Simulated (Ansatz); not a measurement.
**Hf2NOS MXene monolayer in a perpendicular field**

Aim: how the Hf2NOS MXene monolayer screens a field along its normal, and what the field does to its bands. A positive field points along +c.

Main program and level: Ansatz 0.2.0; plane-wave DFT, PBE-D3(BJ), Ansatz PAW.

**1. Set-up**

The cell holds 5 atoms: 1 S, 2 Hf, 1 N and 1 O. Cell: a = 3.217 Å, b = 3.217 Å, c = 42.237 Å, α = 90.0°, β = 90.0°, γ = 120.0°. Vacuum lies along c.

**2. Relaxation**

The starting cell is a guess, so the in-plane lattice and the atoms are relaxed first, with the slab cut off from its images along the normal.

input.yaml

```yaml
crystal:
  lattice:
    - [3.2175, 0.0, 0.0]
    - [-1.60875, 2.7864367367, 0.0]
    - [0.0, 0.0, 42.2365260438]
  atoms:
    - { symbol: S, position: [0.3333333333, 0.6666666667, 0.4332742703] }
    - { symbol: Hf, position: [0.6666666667, 0.3333333333, 0.4771861427], spin: 1.0 }
    - { symbol: "N", position: [0.0, 0.0, 0.5072440073] }
    - { symbol: Hf, position: [0.3333333333, 0.6666666667, 0.5373018718], spin: 1.0 }
    - { symbol: O, position: [0.6666666667, 0.3333333333, 0.5667257297] }
  periodic: [true, true, false]
magnetization:
  spin_polarized: true
kpoints:
  mp_grid: { grid: [12, 12, 1] }
hamiltonian:
  xc: pbe
  dispersion: d3bj
scf:
  occupations: { method: fermi_dirac, width: 0.05 }
  convergence: { dr2_threshold: 1.0e-09 }
relax:
  f_tol: 0.004
  max_steps: 90
  cell: {}
output:
  write_potential: true
  write_density: true
  volumetric_format: npy
```

Command:

```sh
$ ansatz run input.yaml --threads 2 --pin off --max-ram 3072MiB --backend cpu --events-out ev --progress --plain --runs-dir out
```

Output:

```text
Warning: relax.cell: scf.convergence.dr2_threshold = 1e-9 eV is looser than the 2.04498185763e-10 eV advised for a relaxation that steers and ends on the stress (1e-10 eV for each atom of the cell: 5, times the square of relax.cell.stress_2d_tol = 0.05 N/m over 15.6 Å (the atoms' height at the walk's start and 5 Å past either face), 3.198e-2 GPa, over a crystal's default 0.05). What an SCF threshold leaves in a stress goes as its square root, and in the free energy as the threshold itself, and one threshold admits the most on a small cell: [figures from the program's tests cut] Set scf.convergence.dr2_threshold to 2.04498185763e-10 eV or tighter. [rest of the remark cut]
Engine: ansatz 0.2.0, x86_64-unknown-linux-gnu
Pseudopotentials: kind: paw
Pseudopotential: S, paw, valence charge 6, recommended cutoff 420 eV (normal), S.paw.azcp
Pseudopotential: Hf, paw, valence charge 26, recommended cutoff 420 eV (normal), Hf.paw.azcp
Pseudopotential: N, paw, valence charge 5, recommended cutoff 420 eV (normal), N.paw.azcp
Pseudopotential: O, paw, valence charge 6, recommended cutoff 420 eV (normal), O.paw.azcp
Functional definition: PBE
  parameter kappa = 0.804
  parameter beta = 0.066725
  exchange = pbe_x(kappa = kappa, mu = beta*pi^2/3)
  correlation = pbe_c(beta = beta)
Crystal: 5 atoms, lattice volume = 378.666 Å³
Basis set: ecut = 420 eV, 7521 PW (Γ), exchange–correlation on 48×48×576 points (8 copies of the dense FFT grid, shifted against one another)
Bands: 43, of which v1, the nominal top of the filled ones, is band 35 counted from 1 (34 counted from 0)
Symmetry: 6 space group operations
Space group: P3m1 (ITA 156), of the structure as read, at distance tolerance 7.2e-5 Å
Magnetic group: BNS 156.49 (UNI 1279), of the structure as read, at distance tolerance 7.2e-5 Å
k-points: 19 of 144 (time reversal used)
Non-local potential: S, projectors of the file, l = 0: 2, l = 1: 2, l = 2: 2
Non-local potential: Hf, projectors of the file, l = 0: 3, l = 1: 2, l = 2: 2, l = 3: 3
Non-local potential: N, projectors of the file, l = 0: 2, l = 1: 2, l = 2: 1
Non-local potential: O, projectors of the file, l = 0: 2, l = 1: 2, l = 2: 1
PAW form: soft (Blöchl's): semilocal exchange-correlation on the pseudo side does not see the compensation charge
PAW one-centre angular grid: S, 110 points (default); XC on 64 Gauss nodes
PAW one-centre angular grid: Hf, 590 points (default); XC on 64 Gauss nodes
PAW one-centre angular grid: N, 110 points (default); XC on 64 Gauss nodes
PAW one-centre angular grid: O, 110 points (default); XC on 64 Gauss nodes
Initial density: superposition of atomic densities (neutral atoms: chi_scale 0, normalization atom)
Starting moments: Σ|m| = 2 μB on 2 of 5 sites
Initial wavefunctions: pseudopotential atomic-orbital guess
Functional: x = pbe(κ = 0.804, μ = 0.219515), c = pbe(β = 0.066725)
SCF iter   1: F=—  HF=-33307.649922 eV  |F-HF|=—  |Δ(HF+E_count)|=         —  Δρ=2.91e-2 (↑2.91e-2 ↓2.81e-2)  dr2=1.54e1  dr2_m=1.47e-1  M=0.511 μB ∫|m|=0.663 μB  β_m=0.30  ethr=3.10e-3  ⟨swp⟩=15.0  Hψ=11003  notcnv=0  defer=5
Mixer restart at iter 1: flushing history
preconditioner: auto → LDOS  [metal: Δε(μ)=0.060 eV  Ē_g=16.973 eV  σ=0.050 eV  W_gap=0.28  n_scr=26 (ndim 8)  ℏωp=15.4 eV  f_vac=0.788  D(μ)=1.18/eV (n_scr^D=10)]
spin=Collinear: LDOS preconditioning applied to the charge; magnetization (m = ρ↑ − ρ↓) channel mixes plain (no charge-response kernel on spin).
SCF iter   2: F=—  HF=-33304.298844 eV  |F-HF|=—  |Δ(HF+E_count)|=    3.35e0  Δρ=1.16e-2 (↑1.16e-2 ↓9.69e-3)  dr2=1.97e0  dr2_m=8.18e-2  M=0.410 μB ∫|m|=0.576 μB  β_m=0.37  ethr=3.10e-3  ⟨swp⟩=4.2  Hψ=4285  notcnv=0  defer=105
SCF iter   3: F=—  HF=-33303.992798 eV  |F-HF|=—  |Δ(HF+E_count)|=   3.06e-1  Δρ=6.30e-3 (↑6.30e-3 ↓4.98e-3)  dr2=4.50e-1  dr2_m=3.08e-2  M=0.297 μB ∫|m|=0.440 μB  β_m=0.57  ethr=2.86e-3  ⟨swp⟩=3.0  Hψ=3059  notcnv=0  defer=92
SCF iter   4: F=—  HF=-33304.074567 eV  |F-HF|=—  |Δ(HF+E_count)|=   8.18e-2  Δρ=2.07e-3 (↑1.81e-3 ↓2.07e-3)  dr2=4.92e-2  dr2_m=3.79e-3  M=0.148 μB ∫|m|=0.222 μB  β_m=0.65  ethr=6.53e-4  ⟨swp⟩=3.2  Hψ=3381  notcnv=0  defer=92
SCF iter   5: F=—  HF=-33304.091211 eV  |F-HF|=—  |Δ(HF+E_count)|=         —  Δρ=9.05e-4 (↑9.05e-4 ↓5.59e-4)  dr2=1.80e-3  dr2_m=1.57e-3  M=0.046 μB ∫|m|=0.086 μB  β_m=0.65  ethr=7.13e-5  ⟨swp⟩=3.5  Hψ=3920  notcnv=0  defer=92
SCF iter   6: F=—  HF=-33304.092579 eV  |F-HF|=—  |Δ(HF+E_count)|=   1.37e-3  Δρ=3.69e-4 (↑3.50e-4 ↓3.69e-4)  dr2=2.68e-4  dr2_m=4.09e-4  M=0.024 μB ∫|m|=0.047 μB  β_m=0.73  ethr=2.62e-6  ⟨swp⟩=3.8  Hψ=4383  notcnv=0  defer=88
SCF iter   7: F=—  HF=-33304.093157 eV  |F-HF|=—  |Δ(HF+E_count)|=   5.77e-4  Δρ=2.07e-4 (↑2.07e-4 ↓1.87e-4)  dr2=1.02e-4  dr2_m=1.07e-4  M=0.013 μB ∫|m|=0.024 μB  β_m=0.67  ethr=3.88e-7  ⟨swp⟩=3.5  Hψ=4183  notcnv=0  defer=88
SCF iter   8: F=—  HF=-33304.093220 eV  |F-HF|=—  |Δ(HF+E_count)|=   6.32e-5  Δρ=6.09e-5 (↑6.09e-5 ↓4.74e-5)  dr2=1.04e-5  dr2_m=8.65e-6  M=0.003 μB ∫|m|=0.007 μB  β_m=0.75  ethr=1.48e-7  ⟨swp⟩=3.3  Hψ=3978  notcnv=0  defer=88
SCF iter   9: F=—  HF=-33304.093238 eV  |F-HF|=—  |Δ(HF+E_count)|=   1.76e-5  Δρ=2.11e-5 (↑9.36e-6 ↓2.11e-5)  dr2=1.70e-6  dr2_m=4.61e-7  M=0.000 μB ∫|m|=0.001 μB  β_m=0.70  ethr=1.51e-8  ⟨swp⟩=3.4  Hψ=3942  notcnv=0  defer=88
SCF iter  10: F=—  HF=-33304.093237 eV  |F-HF|=—  |Δ(HF+E_count)|=   1.33e-7  Δρ=9.25e-6 (↑6.94e-6 ↓9.25e-6)  dr2=3.75e-7  dr2_m=1.48e-7  M=0.000 μB ∫|m|=0.001 μB  β_m=0.72  ethr=2.47e-9  ⟨swp⟩=3.1  Hψ=3720  notcnv=0  defer=88
SCF iter  11: F=—  HF=-33304.093238 eV  |F-HF|=—  |Δ(HF+E_count)|=   6.33e-7  Δρ=3.26e-6 (↑3.26e-6 ↓2.10e-6)  dr2=8.23e-8  dr2_m=1.51e-8  M=0.000 μB ∫|m|=0.000 μB  β_m=0.69  ethr=5.44e-10  ⟨swp⟩=3.4  Hψ=3906  notcnv=0  defer=88
SCF iter  12: F=—  HF=-33304.093238 eV  |F-HF|=—  |Δ(HF+E_count)|=   5.41e-8  Δρ=1.36e-6 (↑6.58e-7 ↓1.36e-6)  dr2=6.57e-9  dr2_m=2.38e-9  M=0.000 μB ∫|m|=0.000 μB  β_m=0.63  ethr=1.19e-10  ⟨swp⟩=3.4  Hψ=3834  notcnv=0  defer=88
SCF iter  13: F=—  HF=-33304.093238 eV  |F-HF|=—  |Δ(HF+E_count)|=   1.40e-8  Δρ=4.42e-7 (↑4.42e-7 ↓3.57e-7)  dr2=2.79e-10  dr2_m=4.86e-10  M=0.000 μB ∫|m|=0.000 μB  β_m=0.76  ethr=9.52e-12  ⟨swp⟩=3.5  Hψ=4231  notcnv=0  defer=88
SCF iter  14: F=-33304.093238 eV  HF=-33304.093238 eV  |F-HF|=2.18e-9  |Δ(HF+E_count)|=   7.05e-9  Δρ=1.51e-7 (↑1.22e-7 ↓1.51e-7)  dr2=2.89e-11  dr2_m=5.71e-11  M=0.000 μB ∫|m|=0.000 μB  ethr=1.00e-12  ⟨swp⟩=9.7  Hψ=15068  notcnv=0
[...]
preconditioner: auto → LDOS  [metal: Δε(μ)=0.047 eV  Ē_g=17.499 eV  σ=0.050 eV  W_gap=0.23  n_scr=26 (ndim 8)  ℏωp=15.0 eV  f_vac=0.804  D(μ)=2.19/eV (n_scr^D=12)]
spin=Collinear: LDOS preconditioning applied to the charge; magnetization (m = ρ↑ − ρ↓) channel mixes plain (no charge-response kernel on spin).
SCF iter   2: F=—  HF=-33304.997830 eV  |F-HF|=—  |Δ(HF+E_count)|=   7.02e-5  Δρ=1.67e-6 (↑1.67e-6 ↓1.67e-6)  dr2=3.41e-8  dr2_m=2.27e-12  M=0.000 μB ∫|m|=0.000 μB  β_m=0.35  ethr=5.24e-11  ⟨swp⟩=6.7  Hψ=7674  notcnv=0
SCF iter   3: F=—  HF=-33304.997825 eV  |F-HF|=—  |Δ(HF+E_count)|=   4.90e-6  Δρ=1.48e-6 (↑1.48e-6 ↓1.48e-6)  dr2=6.59e-9  dr2_m=2.57e-12  M=0.000 μB ∫|m|=0.000 μB  β_m=0.68  ethr=4.94e-11  ⟨swp⟩=3.3  Hψ=2995  notcnv=0
SCF iter   4: F=—  HF=-33304.997848 eV  |F-HF|=—  |Δ(HF+E_count)|=   2.29e-5  Δρ=4.04e-7 (↑4.04e-7 ↓4.02e-7)  dr2=1.02e-9  dr2_m=3.13e-13  M=0.000 μB ∫|m|=0.000 μB  β_m=0.58  ethr=9.55e-12  ⟨swp⟩=4.4  Hψ=4230  notcnv=0
iter 5 met the thresholds in force, and the SCF goes on: an eigenvalue changes by 0.64 meV, over its tolerance of 0.06 meV (output.eigenvalues, Limitations)
SCF iter   5: F=-33304.997852 eV  HF=-33304.997851 eV  |F-HF|=9.02e-7  |Δ(HF+E_count)|=   3.21e-6  Δρ=1.97e-7 (↑1.97e-7 ↓1.95e-7)  dr2=6.53e-10  dr2_m=8.43e-14  M=0.000 μB ∫|m|=0.000 μB  β_m=0.64  ethr=1.00e-12  ⟨swp⟩=14.3  Hψ=24722  notcnv=0
iter 6 met the thresholds in force, and the SCF goes on: an eigenvalue changes by 1.52 meV, over its tolerance of 0.05 meV (output.eigenvalues, Limitations)
SCF iter   6: F=-33304.997852 eV  HF=-33304.997852 eV  |F-HF|=8.99e-8  |Δ(HF+E_count)|=   8.13e-7  Δρ=7.13e-8 (↑7.13e-8 ↓7.03e-8)  dr2=1.38e-10  dr2_m=1.92e-14  M=0.000 μB ∫|m|=0.000 μB  β_m=1.00  ethr=1.00e-12  ⟨swp⟩=10.3  Hψ=12340  notcnv=0
Mixer restart at iter 6: flushing history
SCF iter   7: F=-33304.997852 eV  HF=-33304.997852 eV  |F-HF|=8.64e-9  |Δ(HF+E_count)|=   9.06e-8  Δρ=1.97e-7 (↑1.97e-7 ↓1.97e-7)  dr2=8.73e-9  dr2_m=2.24e-15  M=0.000 μB ∫|m|=0.000 μB  β_m=1.00  ethr=1.00e-12  ⟨swp⟩=3.0  Hψ=2407  notcnv=0  κ⁻¹=1.0e0(r=1)
SCF iter   8: F=-33304.997852 eV  HF=-33304.997852 eV  |F-HF|=1.07e-9  |Δ(HF+E_count)|=  7.13e-10  Δρ=1.06e-7 (↑1.06e-7 ↓1.06e-7)  dr2=1.11e-9  dr2_m=1.93e-15  M=0.000 μB ∫|m|=0.000 μB  β_m=1.00  ethr=1.00e-12  ⟨swp⟩=3.0  Hψ=2404  notcnv=0  κ⁻¹=1.9e-2(r=2)
SCF iter   9: F=-33304.997852 eV  HF=-33304.997852 eV  |F-HF|=2.40e-10  |Δ(HF+E_count)|=  9.46e-11  Δρ=2.72e-8 (↑2.66e-8 ↓2.72e-8)  dr2=5.13e-11  dr2_m=1.36e-15  M=0.000 μB ∫|m|=0.000 μB  ethr=1.00e-12  ⟨swp⟩=11.9  Hψ=11946  notcnv=0
the starting moments were not kept: the SCF closed with an absolute magnetisation of 1.0e-7 μB, where they sum to 2 μB in size (2 sites). That is at most 0.1 of that sum. Measured as dr2_m measures the in/out step, that magnetisation stands 9.8e-16 eV from none, at or under the dr2_threshold of 1.0e-9 eV: it is no larger than a step whose dr2_m would equal this threshold.
SCF 11 converged in 9 iterations: F = -33304.997852 eV  dr2 = 5.13e-11
relax step  11: F+E_penalty+E_count = -33304.99785210 eV  Δ(F+E_penalty+E_count) = -1.730e-4 eV  max|allowed force component| = 1.277e-4 eV/Å  Δτ_max = 0.0000 Å  P = +0.001 N/m  Ω = 395.743 Å³  fix = [c, alpha, beta]  reactions: c +0.000 N/m  stress off target by 1.17e-3 N/m on what of the cell is left free  SCF on the basis re-selected at this cell (its energy is not comparable with the rows above)  (9 SCF iters)
basis re-selected at this cell: Δ(F+E_penalty+E_count) = -1.730e-4 eV, ΔP = +0.001 N/m vs the last step (what re-selecting the basis moved, of the pressure what is left beyond the Pulay correction that the steps carried, after the strain that the cell walked since its last selection, with what the two solves' SCF thresholds leave and, on support functions, any second-order correction that the steps lacked; it is no m [...]
WARN: The output density's exchange-correlation potential varies sharply where the density is thin. Do not read a vacuum level from v_tot or v_xc, or from such a field of the output density. On a cell that repeats whose density bears no net charge and no dipole along the vacuum's axis use v_es (v_loc + v_h of the components); under efield.dipole_correction with no amplitude use v_es + v_field, which holds any externa [...]
SCF converged after 9 iterations
an eigenvalue changed by more than its tolerance at an iteration that met the thresholds in force, so the SCF went on 2 times, its first undamped step at iteration 6: the last check found none over its tolerance
Magnetization: 0.0000 μB (34.5000 up, 34.5000 down)
Absolute magnetization: 0.0000 μB (∫|ρ↑−ρ↓|, with the PAW one-centre terms)
Spin contamination: 0.0000 ħ² per cell (⟨S²⟩ above its minimum at these occupations)
Per-site moments (μB) at R_I (Å): [(2.637774e-9, 1.021537), (1.520085e-8, 0.961135), (-1.362138e-8, 0.944314), (9.685751e-9, 0.876395), (7.236605e-9, 0.876395)]
Free energy (F): -33304.997852 eV
Harris-Foulkes:  -33304.997852 eV  (|F-HF|=2.40e-10)
Internal energy: -33304.981631 eV  (E = F + TS)
E sigma→0 (E₀):  -33304.989741 eV
Entropy (-TS):   -0.016222 eV (-3.244 meV/atom)
Fermi energy:    -4.893342 eV
--- Per-component energies (eV) ---
  E_band       = -1501.755080
  E_kinetic    = 1259.138190
  E_local      = -409987.889947  (includes V_loc(G=0)·N_el)
  E_nonlocal   = -2365.352129
  E_hartree    = 203798.097219
  E_xc         = -832.467200
  E_vxc        = -792.396331  (∫ρ·V_xc dr)
  E_paw        = -14740.002047  (= ΣΔE_a)
  E_vpaw       = 2788.547095  (= ΣTr[D̂ρ^β])
  E_aug_tail   = 0.002542  (compensation charges beyond the density's cutoff)
  E_ewald      = 189564.697902
  E_disp       = -1.206162  (pairwise vdW)
  E_smearing   = -0.016222  (= −TS)
  E_closure    = 0.000000  (closes the sum)
  Σ components = -33304.997852   (vs F -33304.997852, Δ=0.00e0)
--- Forces (eV/Å), atoms counted from 1 ---
  atom   1  S      0.00000000     0.00000000     0.00005632
  atom   2  Hf    -0.00000000    -0.00000000     0.00000329
  atom   3  N     -0.00000000    -0.00000000     0.00002271
  atom   4  Hf    -0.00000000    -0.00000000    -0.00012729
  atom   5  O      0.00000000    -0.00000000     0.00004703
  max |Σ_I F_I| component: 2.06e-6 eV/Å
--- 2D stress c σ (N/m, compression-positive) ---
        0.001173      -0.000000      -0.000000
       -0.000000       0.001173       0.000000
       -0.000000       0.000000       0.000000
  P = ½ c Tr σ = 0.0012 N/m
--- Band table (eV; the first three rows and the last of 38) ---
  k-point 0 ↑: bands = [... 31 lower, -7.7701, -6.0131, -6.0131, -4.2353, -4.2028, -4.2028, -3.0896, -2.3186, ... 4 higher]
  k-point 1 ↑: bands = [... 31 lower, -7.7376, -6.4263, -6.1735, -4.4628, -3.9351, -3.9057, -2.9233, -2.3697, ... 4 higher]
  k-point 2 ↑: bands = [... 31 lower, -8.2039, -6.9585, -6.4286, -4.9165, -3.4802, -3.4152, -2.7089, -2.1936, ... 4 higher]
  k-point 18 ↓: bands = [... 31 lower, -9.3656, -8.4431, -7.9440, -3.6607, -3.3816, -2.7248, -1.7449, -1.5104, ... 4 higher]
  the weakly bound empty levels are not read free of the cell's end (no_gap_told)
--- Relaxed structure (9 steps of the walk, 7 accepted, 2 SCFs on fresh bases) ---
  F+E_penalty+E_count = -33304.99785210 eV   max|allowed force component| = 1.277e-4 eV/Å   (the final SCF, on the basis selected at the relaxed cell)
  cell:  # Å, volume = 395.7430 Å³
    - [3.289252, 0.0, 0]
    - [-1.644626, 2.848576, 0]
    - [0, 0, 42.2365260438]
  atoms:
    - { symbol: S, position: [0.333333, 0.666667, 0.438444] }
    - { symbol: Hf, position: [0.666667, 0.333333, 0.476077] }
    - { symbol: N, position: [1.548215e-18, 0, 0.508041] }
    - { symbol: Hf, position: [0.333333, 0.666667, 0.538308] }
    - { symbol: O, position: [0.666667, 0.333333, 0.560862] }
```

Elapsed: 3.6 min, on 2 threads of Intel Xeon 6975P-C (Granite Rapids), shared host; peak memory 1 GiB; 7.2 min of CPU time.

Reading the cycles: dr2 is the Hartree energy of the density residual (eV), the measure of convergence; HF is the Harris–Foulkes estimate of the energy, which meets the free energy F at convergence.

Step by step:

```
step  energy less that of the first step (eV)  largest force component (eV/Å)  volume (Å³)
   1                                   0.0000                          4.0069       378.67
   2                                  -0.7738                          1.7315       383.60
   3                                  -0.7342                          1.3413       409.16
   4                                  -0.8929                          0.2566       395.24
   5                                  -0.8951                          0.0877       395.59
   6                                  -0.8956                          0.0024       395.32
  7*                                  -0.9046                          0.0029       395.32
   8                                  -0.9044                          0.0053       395.78
   9                                  -0.9044                          0.0256       395.74
  10                                  -0.9044                          0.0001       395.74
 11*                                  -0.9046                          0.0001       395.74
```

Relaxation steps marked * repeat the geometry before them on a plane-wave basis chosen anew for their cell, so energy and pressure can jump there. Relaxation steps 3, 9 were tried and not accepted.

Forces are held to the 6 operations that the program found; a distortion that breaks them can't arise in this run.

```csv
cell as run,before,after,change
a (Å),3.217,3.289,+2.2 %
b (Å),3.217,3.289,+2.2 %
```

The atoms that moved most (Å, along periodic axes as changes of fractional coordinates times the final cell, across vacuum about the mean position):

```
atom     dx     dy      dz  length
  O5  0.000  0.000  -0.248   0.248
  S1  0.000  0.000   0.218   0.218
 Hf2  0.000  0.000  -0.047   0.047
 Hf4  0.000  0.000   0.042   0.042
  N3  0.000  0.000   0.034   0.034
```

Final coordinates:

```xyz
5
Lattice="3.2893 0.0000 0.0000 -1.6446 2.8486 0.0000 0.0000 0.0000 42.2365" Properties=species:S:1:pos:R:3
S     0.0000    1.8991   18.5184
Hf    1.6446    0.9495   20.1078
N     0.0000    0.0000   21.4579
Hf    0.0000    1.8991   22.7363
O     1.6446    0.9495   23.6889
```

Read from the output:

```
energy at zero smearing : -33304.9897 eV
```

The lattice constant a goes from 3.217 to 3.289 Å.

(Part 1 of 2 ends here.)

[Long decimals in the printed logs are rounded to 6 places.]

[Logs are printed without paths, hosts, clocks, repeated set-up lines and the standing remarks that a program may print on its own settings, such as how far it seeks lower states.]

[Hosts, paths, dates, database ids (printed as entryN), source tags and the programs' standing remarks are cut or masked in the printed files.]

[Maps of the electrostatic potential energy from Ansatz leave out the sawtooth potential of an applied field or a dipole correction, so their vacuum need not be flat; planar profiles and work functions include it.]
